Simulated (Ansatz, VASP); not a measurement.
Ru in VASP and in Ansatz

The input INCAR:

```
  PREC = Accurate
  ENCUT = 520
  EDIFF = 1E-6
  ISMEAR = 0
  SIGMA = 0.1
  LREAL = F
  LASPH = T
  NELM = 60
  ALGO = Normal
  ISIF = 2
  LWAVE = F
  LCHARG = F
  GGA = PE
  NBANDS = 13
```

The input KPOINTS:

```
Automatic mesh
0
Gamma
  18 18 18
```

Contents of POSCAR:

```
Ru
1.0
   -1.6404086823      1.6404086823      1.6404086823
    1.6404086823     -1.6404086823      1.6404086823
    1.6404086823      1.6404086823     -1.6404086823
Ru
1
Direct
    0.0000000000      0.0000000000      0.0000000000
```

Input for Ansatz:

```yaml
crystal:
  lattice:
    - [-1.6404086823, 1.6404086823, 1.6404086823]
    - [1.6404086823, -1.6404086823, 1.6404086823]
    - [1.6404086823, 1.6404086823, -1.6404086823]
  atoms:
    - { symbol: Ru, position: [0.0, 0.0, 0.0] }
basis:
  ecutwfc: 420
kpoints:
  mp_grid: { grid: [18, 18, 18] }
hamiltonian:
  xc: pbe
scf:
  occupations: { method: gaussian, width: 0.1 }
output:
  forces: true
  stress: true
  eigenvalues: true
```

Alike in both runs: task single point; functional PBE; k mesh 18 × 18 × 18; occupations gaussian, width 0.1 eV; no spin polarisation.

|  | VASP | Ansatz |
| --- | --- | --- |
| version | VASP 6.6.1 | Ansatz 0.2.0 |
| potentials or method | VASP PAW PBE potentials, release 64 (Ru_pv) | scalar-relativistic, plane waves, PAW |
| plane-wave cutoff (eV) | 520 | 420 |
| valence electrons in the cell | 14 | 16 |

```tsv
	VASP	Ansatz	Ansatz less VASP
gap on the k mesh at the Fermi level (eV)	none	none	-
pressure (GPa)	-35.5	-35.4	+0.05
```

A gap of «none» marks a metal or a gap that the smearing closes. With one functional, cell and mesh, what is left measures potentials, basis and numerics. The two sets of potentials don't hold the same shells in valence.

Caveats: the cell as given lies far from equilibrium; so large a pressure means that the cell lies far from this level's equilibrium, or that cutoff or potentials fall short (VASP).
